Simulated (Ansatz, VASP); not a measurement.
**Ca in VASP and in Ansatz**

Contents of INCAR:

```
  PREC = Accurate
  ENCUT = 520
  EDIFF = 1E-6
  ISMEAR = -1
  SIGMA = 0.2
  LREAL = False
  LASPH = True
  NELM = 60
  ALGO = Normal
  ISIF = 2
  LWAVE = False
  LCHARG = False
  GGA = PE
  NBANDS = 11
```

Contents of KPOINTS:

```
regular mesh
0
Gamma
  10 10 10
```

The input POSCAR:

```
Ca
1.0
    0.0000000000      2.7627089163      2.7627089163
    2.7627089163      0.0000000000      2.7627089163
    2.7627089163      2.7627089163      0.0000000000
Ca
1
Direct
    0.0000000000      0.0000000000      0.0000000000
```

Input for Ansatz:

```yaml
crystal:
  lattice:
    - [0.0, 2.7627089163, 2.7627089163]
    - [2.7627089163, 0.0, 2.7627089163]
    - [2.7627089163, 2.7627089163, 0.0]
  atoms:
    - { symbol: Ca, position: [0.0, 0.0, 0.0] }
hamiltonian:
  xc: pbe
  pseudopotentials:
    kind: paw
    azcp:
      Ca: "pseudopotentials/Ca.paw.azcp"
basis:
  ecutwfc: 420
  fft_grid_basis: typed
kpoints:
  mp_grid: { grid: [10, 10, 10], shift: [0, 0, 0] }
magnetization:
  spin_polarized: false
scf:
  occupations: { method: fermi_dirac, width: 0.2 }
  lower_state_search: "off"
output:
  stress: true
  write_density: true
  write_potential: true
  elf: true
  volumetric_format: npy
```

Alike in both runs: task single point; functional PBE; k mesh 10 × 10 × 10; occupations fermi-dirac, width 0.2 eV; no spin polarisation.

|  | VASP | Ansatz |
| --- | --- | --- |
| version | VASP 6.6.1 | Ansatz 0.2.0 |
| potentials or method | VASP PAW PBE potentials, release 64 (Ca_sv) | plane waves (420 eV) with PAW, scalar-relativistic |
| plane-wave cutoff (eV) | 520 | 420 |
| valence electrons in the cell | 10 | 10 |

```tsv
	VASP	Ansatz	Ansatz less VASP
pressure (GPa)	0.1	0.1	-0.02
```
